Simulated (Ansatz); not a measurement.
# Li2S: how the settings move a single-point run

How sensitive is a single-point run of Li2S to its settings? A reference run comes first, then one run with altered input.

Program: Ansatz 0.2.0. Level of theory: reference: DFT, PBE, PAW with Ansatz's default frozen-core files, scalar-relativistic. These are calculated values, not measurements.

**1. The starting structure**

Symmetry: Fm-3m, No. 225, cubic system. The conventional cell has a = 5.708 Å, b = 5.708 Å, c = 5.708 Å, α = 90.00°, β = 90.00°, γ = 90.00°. Li (site symmetry -43m) is surrounded by 4 S at 2.47 Å. S (site symmetry m-3m) has 8 Li at 2.47 Å as nearest neighbours.

Coordinates:

```cif
data_structure
_symmetry_space_group_name_H-M 'P 1'
_symmetry_Int_Tables_number 1
_cell_length_a 4.0362
_cell_length_b 4.0362
_cell_length_c 4.0362
_cell_angle_alpha 60.000
_cell_angle_beta 60.000
_cell_angle_gamma 60.000
_cell_volume 46.49
loop_
_atom_site_label
_atom_site_type_symbol
_atom_site_fract_x
_atom_site_fract_y
_atom_site_fract_z
_atom_site_occupancy
Li1 Li 0.25000 0.25000 0.25000 1
Li2 Li 0.75000 0.75000 0.75000 1
S1 S 0.00000 0.00000 0.00000 1
```

**2. Reference**

File input.yaml:

```yaml
crystal:
  lattice:
    - [0.0, 2.854, 2.854]
    - [2.854, 0.0, 2.854]
    - [2.854, 2.854, 0.0]
  atoms:
    - { symbol: Li, position: [0.25, 0.25, 0.25] }
    - { symbol: Li, position: [0.75, 0.75, 0.75] }
    - { symbol: S, position: [0.0, 0.0, 0.0] }
kpoints:
  mp_grid: { grid: [7, 7, 7] }
  band_path:
    path:
      - [0.0, 0.0, 0.0]
      - [0.5, 0.0, 0.5]
      - [0.625, 0.25, 0.625]
      - [0.375, 0.375, 0.75]
      - [0.0, 0.0, 0.0]
      - [0.5, 0.5, 0.5]
      - [0.5, 0.25, 0.75]
      - [0.5, 0.0, 0.5]
    npoints: 14
scf:
  occupations: { method: fermi_dirac, width: 0.02 }
hamiltonian:
  xc: pbe
  pseudopotentials: { kind: paw }
output:
  forces: true
  stress: true
  eigenvalues: true
  efg: { contact_densities: true }
  populations: true
  bader: true
  dos: { projected: true, de: 0.2, e_range: [-14, 8] }
  write_density: true
  write_potential: true
  elf: true
  volumetric_format: npy
```

Launch:

```console
$ ansatz run input.yaml --threads 1 --pin off --max-ram 3072MiB --backend cpu --events-out ev --progress --plain --runs-dir out
```

**3. Variant: mp_grid.grid [5, 5, 5], occupations.method gaussian, occupations.width 0.1**

input.yaml, as its differences from that of step 2:

```diff
@@ -10,3 +10,3 @@
 kpoints:
-  mp_grid: { grid: [7, 7, 7] }
+  mp_grid: { grid: [5, 5, 5] }
   band_path:
@@ -23,3 +23,3 @@
 scf:
-  occupations: { method: fermi_dirac, width: 0.02 }
+  occupations: { method: gaussian, width: 0.1 }
 hamiltonian:
@@ -33,7 +33 @@
   populations: true
-  bader: true
-  dos: { projected: true, de: 0.2, e_range: [-14, 8] }
-  write_density: true
-  write_potential: true
-  elf: true
-  volumetric_format: npy
```

**Question.** What will these runs give? Wanted: for each run, ending; energy change; pressure; gap; force.

**Answer**, as computed:

```csv
run,ending,energy change,pressure (GPa),gap (eV),force (eV/Å),cycles,time
reference,converged,0,0.0,3.54,0.00,6,26 s
"1: mp_grid.grid [5, 5, 5], occupations.method gaussian, occupations.width 0.1",converged,+0.4 meV/atom (σ→0),0.0,3.68,0.00,6,2.5 s
```

Times don't compare one to one where runs were asked for different outputs or read a saved state (see the inputs); cycles may leave out searches for a lower state.

Residual by cycle in the longest SCF loop of each run; runs are numbered as in the table. The quantity is the density residual dr2, in eV.

```csv
cycle,reference,run 1
1,6.9e-5,9.0e-5
2,9.8e-5,1.0e-4
3,1.9e-5,1.8e-5
4,3.7e-6,3.9e-6
5,7.3e-7,7.4e-7
6,8.5e-8,8.7e-8
```

Changing the k-point mesh and smearing moves the energy by +0.4 meV/atom (σ→0 values), and the gap on the mesh goes from 3.54 to 3.68 eV. More than one kind of setting changed, and this run alone doesn't tell their shares apart. A gap read on a mesh depends on which points the mesh holds, and a coarse mesh shifts the density too.

These are semilocal Kohn-Sham gaps, which aren't the measured quantity. Such gaps usually fall short of the measured ones.
